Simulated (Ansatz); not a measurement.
Cu under changes of volume

One of the cells (11.810 Å³/atom); the others are scaled copies at fixed shape and fractional positions:

```
Cu
1.0
     0.00000    1.80750    1.80750
     1.80750    0.00000    1.80750
     1.80750    1.80750    0.00000
Cu
1
Direct
  0.00000 0.00000 0.00000
```

* Program: Ansatz 0.2.0
* Functional: B3LYP5
* Potentials or basis: Ansatz PAW
* Cutoff: 420 eV (not typed: the program's choice for these potentials)
* k mesh: 7 × 7 × 7
* Occupations: fermi-dirac, width 0.05 eV
* Spin: no spin polarisation

```csv
volume (Å³/atom),energy over the lowest point (meV/atom),pressure (GPa)
11.102,74.84,18.9
11.338,50.06,14.8
11.574,30.98,11.1
11.810,16.99,7.9
12.047,?,?
12.283,1.91,2.5
12.519,0.00,0.2
```

Q: What does the run at 12.047 Å³/atom give?

A: Energy over the lowest point 7.45 meV/atom; pressure 5.0 GPa.

Worked out: A Birch-Murnaghan fit of order 3 (a polynomial in V^(-2/3)) to the other rows has its minimum at 12.54 Å³/atom, just outside them, with B0 = V·E''(V) = 113 GPa and B' = 5.2. It gives 7.42 meV/atom at 12.047 Å³/atom, against the run's 7.45, and -dE/dV = 5.0 GPa, against 5.0.

Energies are extrapolated to zero smearing.

Caveats: all runs use coarse meshes; the PAW data sets come from PBE, with cores solved anew for the run's functional, which leaves a small shift of forces and pressure; the thresholds are loose for stress.
